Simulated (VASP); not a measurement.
**KF under changes of volume**

One of the cells (17.652 Å³/atom); the others are scaled copies at fixed shape and fractional positions:

```
K F
1.0
     3.28054    0.00000    0.00000
     0.00000    3.28054    0.00000
     0.00000    0.00000    3.28054
K F
1 1
Direct
  0.00000 0.00000 0.00000
  0.50000 0.50000 0.50000
```

The cell comes from a database or a generator and needn't be the stable form of this composition.

| Property | Result |
| --- | --- |
| Program | VASP 6.6.1 |
| Functional | PBE |
| Potentials or basis | VASP PAW PBE potentials, release 64 (K_sv, F) |
| Cutoff | 520 eV |
| k mesh | 8 × 8 × 8 |
| Occupations | fermi-dirac, width 0.05 eV |
| Spin | no spin polarisation |

```csv
volume (Å³/atom),energy over the lowest point (meV/atom),pressure (GPa),gap on the mesh (eV)
16.268,?,?,?
16.614,3.89,1.5,6.54
16.960,1.01,0.7,6.40
17.652,0.00,-0.6,6.12
17.999,1.54,-1.2,6.00
18.345,4.24,-1.7,5.88
```

Question: What does the run at 16.268 Å³/atom give?

Answer: Energy over the lowest point 8.63 meV/atom; pressure 2.4 GPa; gap on the mesh 6.70 eV.

Worked out: A Birch-Murnaghan fit of order 3 (a polynomial in V^(-2/3)) to the other rows has its minimum at 17.42 Å³/atom with B0 = V·E''(V) = 33 GPa and B' = 4.8. It gives 8.61 meV/atom at 16.268 Å³/atom, against the run's 8.63, and -dE/dV = 2.6 GPa, against 2.4. A straight line through the other rows of the gap, of slope -6.7 eV per unit of ln V, extrapolates to 6.68 eV, against the run's 6.70.

Energies are extrapolated to zero smearing.

A mesh can miss the band edges.
